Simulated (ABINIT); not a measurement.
Input of an ABINIT 10.8.3 (patched build) run:

The input run.abi:

```
# Datasets: one volume each
ndtset 7
getwfk -1
scalecart1 3*0.9795861087
scalecart2 3*0.9864848297
scalecart3 3*0.9932883884
scalecart4 3*1.0000000000
scalecart5 3*1.0066227096
scalecart6 3*1.0131594038
scalecart7 3*1.0196128224

# Pseudopotentials
pp_dirpath "./"
pseudos "Te.GGA_PBE-JTH.xml, Sn.GGA_PBE-JTH.xml"

# Structure
acell 3*1.0
rprim
     0.0000000000     5.9542435598     5.9542435598
     5.9542435598     0.0000000000     5.9542435598
     5.9542435598     5.9542435598     0.0000000000
ntypat 2
znucl 52 50
natom 2
typat 1 2
xred
     0.5000000000     0.5000000000     0.5000000000
     0.0000000000     0.0000000000     0.0000000000

# Plane-wave basis
ecut 15.0
pawecutdg 30.0

# k points
kptopt 1
ngkpt 7 7 7
nshiftk 1
shiftk 0.0 0.0 0.0

# Exchange and correlation
ixc 15

# Bands and occupations
nband 14
occopt 3
tsmear 0.05 eV

# SCF cycle
nstep 100
tolvrs 1.0e-9

# Output
iomode 3
prtwf 1
prtden 0
prteig 0
prtebands 0
enunit 2
```

Potentials or basis: JTH PAW PBE v2.0.

Run with:

```sh
$ abinit run.abi > log 2>&1
```

(1) What does it give for the equilibrium volume?

(2) What does it give for the bulk modulus?

## Answers

(1) 33.95 Å³/atom (rough: see the caveat).

(2) 37 GPa (rough).

Caveat: the cutoff is too short for stress, so the log's stress isn't used; pressures at fixed basis lie under the slope of the energies; the minimum lies outside the volumes run; the PAW data sets were made with another functional, which shifts forces and pressure a little.
